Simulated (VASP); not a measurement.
# Al (Im-3m) in VASP: notebook, part 2 of 2

VASP 6.6.1.

## (3) Equation of state, r2SCAN, 15.64 Å³/atom (a relaxed cell with its volume scaled by 0.96)

The input, INCAR:

```
SYSTEM = Al
  ALGO = Normal
  EDIFF = 1E-6
  ENCUT = 520
  ISIF = 2
  ISMEAR = -1
  LASPH = .TRUE.
  LCHARG = .FALSE.
  LMIXTAU = .TRUE.
  LREAL = .FALSE.
  LWAVE = .FALSE.
  METAGGA = R2SCAN
  NELM = 100
  PREC = Accurate
  SIGMA = 0.05
```

The input, KPOINTS:

```
k-points
0
G
  10 10 10
  0 0 0
```

The input, POSCAR:

```
Al                                      
1.0
   -1.5754185522      1.5754185522      1.5754185522
    1.5754185522     -1.5754185522      1.5754185522
    1.5754185522      1.5754185522     -1.5754185522
  Al            
     1
Direct
     0.0000000000000000    0.0000000000000000    0.0000000000000000
```

Potentials or basis: VASP PAW PBE potentials, release 64 (Al).

Started as:

```
$ cat potpaw_PBE.64/Al/POTCAR > POTCAR
$ mpirun -np 1 vasp_std > vasp.out
```

OUTCAR:

```text
SYSTEM = Al
   EDIFF = 1E-6
   ENCUT = 520
   ISIF = 2
   ISMEAR = -1
   LASPH = .TRUE.
   LREAL = .FALSE.
   METAGGA = R2SCAN
   NELM = 100
   PREC = Accurate

 ion  position               nearest neighbor table
   1  0.000  0.000  0.000-

  LATTYP: Found a body centered cubic cell.
 ALAT       =     3.1508371044

  Lattice vectors:

 A1 = (  -1.5754185522,   1.5754185522,   1.5754185522)
 A2 = (   1.5754185522,  -1.5754185522,   1.5754185522)
 A3 = (   1.5754185522,   1.5754185522,  -1.5754185522)

Analysis of symmetry for initial positions (statically):
=====================================================================
 Subroutine PRICEL returns:
 Original cell was already a primitive cell.

 Routine SETGRP: Setting up the symmetry group for a
 body centered cubic supercell.

 Subroutine GETGRP returns: Found 48 space group operations
 (whereof 48 operations were pure point group operations)
 out of a pool of 48 trial point group operations.

The static configuration has the point symmetry O_h .

Analysis of symmetry for dynamics (positions and initial velocities):
=====================================================================
 Subroutine PRICEL returns:
 Original cell was already a primitive cell.

 Routine SETGRP: Setting up the symmetry group for a
 body centered cubic supercell.

 Subroutine GETGRP returns: Found 48 space group operations
 (whereof 48 operations were pure point group operations)
 out of a pool of 48 trial point group operations.

The dynamic configuration has the point symmetry O_h .

 Subroutine INISYM returns: Found 48 space group operations
 (whereof 48 operations are pure point group operations),
 and found     1 'primitive' translations

----------------------------------------------------------------------------------------

                                     Primitive cell

  volume of cell :      15.6404

[... 103 lines left out ...]
   IALGO  =     38    algorithm
   IMIX   =      4    mixing-type and parameters
     AMIX     =   0.40;   BMIX     =  1.00
     AMIX_MAG =   1.60;   BMIX_MAG =  1.00
  volume/ion in A,a.u.               =      15.64       105.55
  Fermi-wavevector in a.u.,A,eV,Ry     =   0.944132  1.784150 12.128027  0.891385
  Thomas-Fermi vector in A             =   2.071907
   LORBIT       =      0    0 simple, 1 ext, 2 COOP (PROOUT), +10 PAW based schemes
   METAGGA = R2SCAN    functional components
   LHFCALC =     F    Hartree Fock is set to
   AEXX    =    0.0000 exact exchange contribution
   IVDW    =     0    specifies the selected vdW correction
   LEPSILON=     F    determine dielectric tensor
   LRPA    =     F    only Hartree local field effects (RPA)
 non-spin polarized calculation
  energy-cutoff  :      520.00
  volume of cell :       15.64
 maximum number of plane-waves:       435
   NGX = 11   NGY = 11   NGZ = 11

 number of electron       3.0000000 magnetization

 Free energy of the ion-electron system (eV)
  ---------------------------------------------------
  ext. energy  EPLUGINS =         0.00000000
  ---------------------------------------------------
  free energy    TOTEN  =        -6.62761458 eV

  energy without entropy =       -6.62461911  energy(sigma->0) =       -6.62611684

 E-fermi :   8.5432     XC(G=0): -11.1218

 val. band max:        8.4049394537   @ k =  -0.4000  -0.4000   0.2000
 cond. band min:       8.5780207018   @ k =  -0.4000   0.4000   0.2000
 fundamental gap:      0.1730812481
 Fermi energy:         8.5431976614

 k-point     1 :       0.0000    0.0000    0.0000
  band No.  band energies     occupation
      1      -3.6447      2.00000
      2      22.9775      0.00000
      3      22.9776      0.00000
      4      22.9776      0.00000
      5      25.3753      0.00000
[... 177 lines left out ...]
 k-point    24 :      -0.3000    0.3000    0.1000
  band No.  band energies     occupation
      1      -0.5104      2.00000
      2      11.5013      0.00000
      3      16.2246      0.00000
      4      18.8534      0.00000
      5      21.7486      0.00000

 [... further k-points ...]

------------------------ aborting loop because EDIFF is reached ----------------------------------------

  FORCE on cell =-STRESS in cart. coord.  units (eV):
  Direction    XX          YY          ZZ          XY          YZ          ZX
  --------------------------------------------------------------------------------------
  -------------------------------------------------------------------------------------
  Total        0.3616633      0.3616633      0.3616633      0.0000000      0.0000000      0.0000000
  in kB       37.0482023     37.0482023     37.0482023      0.0000000      0.0000000      0.0000000
  external PRESSURE =      37.0482023 kB  Pullay stress =       0.0000000 kB

 VOLUME and BASIS-vectors are now :
 -----------------------------------------------------------------------------
  energy-cutoff  :      520.00
  volume of cell :       15.64
      direct lattice vectors                 reciprocal lattice vectors
    -1.575418552  1.575418552  1.575418552     0.000000000  0.317375976  0.317375976
     1.575418552 -1.575418552  1.575418552     0.317375976  0.000000000  0.317375976
     1.575418552  1.575418552 -1.575418552     0.317375976  0.317375976  0.000000000

 POSITION                                       TOTAL-FORCE (eV/Angst)
 -----------------------------------------------------------------------------------
      0.00000      0.00000      0.00000        -0.000000     -0.000000      0.000000
 -----------------------------------------------------------------------------------
    total drift:                                0.000000      0.000000      0.000000

  FREE ENERGIE OF THE ION-ELECTRON SYSTEM (eV)
  ---------------------------------------------------
  free  energy   TOTEN  =        -6.6276145791 eV

  energy  without entropy=       -6.6246191100  energy(sigma->0) =       -6.62611684
```

OSZICAR:

```text
N       E                     dE             d eps       ncg     rms          rms(c)
DAV:   1    -0.423285926876E+01   -0.42329E+01   -0.92521E+02   480   0.352E+02
DAV:   2    -0.679148188034E+01   -0.25586E+01   -0.24470E+01   595   0.339E+01
DAV:   3    -0.681013905738E+01   -0.18657E-01   -0.18653E-01   670   0.378E+00
DAV:   4    -0.681018049936E+01   -0.41442E-04   -0.41441E-04   680   0.162E-01
DAV:   5    -0.681018055426E+01   -0.54895E-07   -0.54924E-07   665   0.494E-03    0.311E+00
DAV:   6    -0.660280413523E+01    0.20738E+00   -0.90203E-02   625   0.218E+00    0.191E+00
DAV:   7    -0.689883950078E+01   -0.29604E+00   -0.88550E-02   580   0.208E+00    0.672E-01
DAV:   8    -0.659663077898E+01    0.30221E+00   -0.11466E-01   555   0.229E+00    0.224E-01
DAV:   9    -0.662770503471E+01   -0.31074E-01   -0.59566E-03   545   0.698E-01    0.155E-01
DAV:  10    -0.662781721057E+01   -0.11218E-03   -0.17452E-05   670   0.405E-02    0.151E-01
DAV:  11    -0.662769728855E+01    0.11992E-03   -0.36082E-04   595   0.126E-01    0.774E-02
DAV:  12    -0.662758378392E+01    0.11350E-03   -0.91719E-05   635   0.121E-01    0.262E-02
DAV:  13    -0.662765418841E+01   -0.70404E-04   -0.21024E-05   570   0.510E-02    0.295E-02
DAV:  14    -0.662761463722E+01    0.39551E-04   -0.11131E-05   620   0.250E-02    0.312E-02
DAV:  15    -0.662761457907E+01    0.58150E-07   -0.22158E-07   310   0.689E-03
   1 F= -.66276146E+01 E0= -.66261168E+01  d E =-.299547E-02
```

stdout:

```text
POSCAR found type information on POSCAR Al
 POSCAR found :  1 types and       1 ions
 scaLAPACK will be used
 -----------------------------------------------------------------------------
|                                                                             |
|                                                                             |
|     You enforced a specific xc type in the INCAR file but a different       |
|     I HOPE YOU KNOW WHAT YOU ARE DOING!                                     |
|                                                                             |
 -----------------------------------------------------------------------------

 LDA part: xc-table for (None), standard interpolation
 POSCAR, INCAR and KPOINTS ok, starting setup
 FFT: planning ... GRIDC
 FFT: planning ... GRID_SOFT
 FFT: planning ... GRID
 WAVECAR not read
 entering main loop
```

Wall time 13 s (1 thread of Intel Xeon Platinum 8259CL at 2.50GHz (Skylake/Cascade Lake), shared host); peak memory 0.12 GiB.

Results:

```
Free energy            : -6.6276 eV
Pressure               : 3.7 GPa
Band gap on the k mesh : none (metal or under the smearing width)
```

Caveat: the PAW data sets were made with another functional, which shifts forces and pressure a little.

## (4) Equation of state, r2SCAN, 15.97 Å³/atom (a relaxed cell with its volume scaled by 0.98)

INCAR is that of step 3.

KPOINTS is that of step 3.

The input, POSCAR:

```
Al                                      
1.0
   -1.5862838511      1.5862838511      1.5862838511
    1.5862838511     -1.5862838511      1.5862838511
    1.5862838511      1.5862838511     -1.5862838511
  Al            
     1
Direct
     0.0000000000000000    0.0000000000000000    0.0000000000000000
```

Started as:

```
$ cat potpaw_PBE.64/Al/POTCAR > POTCAR
$ mpirun -np 1 vasp_std > vasp.out
```

Run time: 14 s. Hardware: 1 thread of Intel Xeon Platinum 8259CL at 2.50GHz (Skylake/Cascade Lake), shared host; peak memory 0.12 GiB.

It converged, with:

| Quantity | Value |
| --- | --- |
| Free energy | -6.6331 eV |
| Pressure | 1.7 GPa |
| Band gap on the k mesh | none (metal or under the smearing width) |

Caveat: the PAW data sets were made with another functional, which shifts forces and pressure a little.

## (5) Equation of state, r2SCAN, 16.29 Å³/atom

INCAR is that of step 4.

KPOINTS is that of step 4.

The input, POSCAR:

```
Al                                      
1.0
   -1.5970023103      1.5970023103      1.5970023103
    1.5970023103     -1.5970023103      1.5970023103
    1.5970023103      1.5970023103     -1.5970023103
  Al            
     1
Direct
     0.0000000000000000    0.0000000000000000    0.0000000000000000
```

Started as:

```
$ cat potpaw_PBE.64/Al/POTCAR > POTCAR
$ mpirun -np 1 vasp_std > vasp.out
```

It took 14 s on 1 thread of Intel Xeon Platinum 8259CL at 2.50GHz (Skylake/Cascade Lake), shared host; peak memory 0.13 GiB.

It converged, with:

```
Free energy            : -6.6349 eV
Pressure               : -0.1 GPa
Band gap on the k mesh : none (metal or under the smearing width)
```

Caveat: the PAW data sets were made with another functional, which shifts forces and pressure a little.

## (6) Equation of state, r2SCAN, 16.62 Å³/atom (a relaxed cell with its volume scaled by 1.02)

INCAR is that of step 5.

KPOINTS is that of step 5.

The input, POSCAR:

```
Al                                      
1.0
   -1.6075787928      1.6075787928      1.6075787928
    1.6075787928     -1.6075787928      1.6075787928
    1.6075787928      1.6075787928     -1.6075787928
  Al            
     1
Direct
     0.0000000000000000    0.0000000000000000    0.0000000000000000
```

Potentials or basis: VASP PAW PBE potentials, release 64 (Al).

Started as:

```
$ cat potpaw_PBE.64/Al/POTCAR > POTCAR
$ mpirun -np 1 vasp_std > vasp.out
```

It took 15 s on 1 thread of Intel Xeon Platinum 8259CL at 2.50GHz (Skylake/Cascade Lake), shared host; peak memory 0.13 GiB.

Results (log left out):

- Free energy: -6.6332 eV
- Pressure: -1.6 GPa
- Band gap on the k mesh: none (metal or under the smearing width)

Caveat: the PAW data sets were made with another functional, which shifts forces and pressure a little.

## (7) Equation of state, r2SCAN, 16.94 Å³/atom (a relaxed cell with its volume scaled by 1.04)

INCAR is that of step 6.

KPOINTS is that of step 6.

The input, POSCAR:

```
Al                                      
1.0
   -1.6180179086      1.6180179086      1.6180179086
    1.6180179086     -1.6180179086      1.6180179086
    1.6180179086      1.6180179086     -1.6180179086
  Al            
     1
Direct
     0.0000000000000000    0.0000000000000000    0.0000000000000000
```

Started as:

```
$ cat potpaw_PBE.64/Al/POTCAR > POTCAR
$ mpirun -np 1 vasp_std > vasp.out
```

Wall time 18 s (1 thread of Intel Xeon Platinum 8259CL at 2.50GHz (Skylake/Cascade Lake), shared host); peak memory 0.13 GiB.

The run converged. Its results:

- Free energy: -6.6285 eV
- Pressure: -2.9 GPa
- Band gap on the k mesh: none (metal or under the smearing width)

Caveat: the PAW data sets were made with another functional, which shifts forces and pressure a little.

## (8) Equation of state, r2SCAN

This run uses another cell than the first one, of 16.29 Å³/atom, 1.011 times its volume.

Potentials or basis: VASP PAW PBE potentials, release 64 (Al).

No new run: the results of the series are fitted here.

Results:

- Equilibrium volume: 16.29 Å³/atom
- Bulk modulus: 83 GPa
- Pressure derivative of the bulk modulus: 4.2 (rough: it moves with the points fitted)

Energy against volume, from the lowest point:
| volume (Å³/atom) | energy (meV/atom) |
| --- | --- |
| 15.640 | 7.26 |
| 15.966 | 1.75 |
| 16.292 | 0.00 |
| 16.618 | 1.64 |
| 16.944 | 6.34 |

Caveat: the PAW data sets were made with another functional, which shifts forces and pressure a little.

## (9) The reference run

An earlier run on the cell as given: functional PBEsol; potentials or basis VASP PAW PBE potentials, release 64 (Al); cutoff 520 eV; k mesh 12 × 12 × 12; occupations fermi-dirac, width 0.05 eV; no spin polarisation.

* Pressure: 2.3 GPa
* Band gap on the k mesh: none (metal or under the smearing width)
